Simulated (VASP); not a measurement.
## MnS under changes of volume

One of the cells (14.837 Å³/atom); the others are scaled copies at fixed shape and fractional positions:

```
CELL_PARAMETERS angstrom
0.00000 2.45726 2.45726
2.45726 0.00000 2.45726
2.45726 2.45726 0.00000
ATOMIC_POSITIONS crystal
Mn 0.00000 0.00000 0.00000
S 0.75000 0.75000 0.75000
```

The cell is a database's computed one.

```yaml
Program: VASP 6.6.1
Functional: PBEsol
Potentials_or_basis: VASP PAW PBE potentials, release 64 (Mn_pv, S)
Cutoff: 520 eV
k_mesh: 8 × 8 × 8
Occupations: fermi-dirac, width 0.05 eV
Spin: collinear spin, ferromagnetic start
Starting_moments: "[4.0, 0.0] μB"
```

```tsv
volume (Å³/atom)	energy over the lowest point (meV/atom)	pressure (GPa)	moment (μB per cell)
14.244	?	?	?
14.540	3.03	3.2	0.27
14.837	0.00	0.0	0.28
15.134	2.57	-2.8	0.29
15.431	10.16	-5.4	0.30
```

Problem. What does the run at 14.244 Å³/atom give?

Solution. Energy over the lowest point 12.32 meV/atom; pressure 6.7 GPa; moment 0.25 μB per cell.

Worked out: A Birch-Murnaghan fit of order 2 (a polynomial in V^(-2/3)) to the other rows has its minimum at 14.84 Å³/atom with B0 = V·E''(V) = 150 GPa. It gives 12.17 meV/atom at 14.244 Å³/atom, against the run's 12.32, and -dE/dV = 6.7 GPa, against 6.7. A straight line through the other rows of the moment, of slope 0.0337 μB per Å³/atom, extrapolates to 0.26 μB, against the run's 0.25.

Energies are extrapolated to zero smearing.

Caveats: the PAW data sets were made with another functional, which shifts forces and pressure a little; the moment fell far below its start of 4 μB, so a state of higher moment may lie lower in energy.
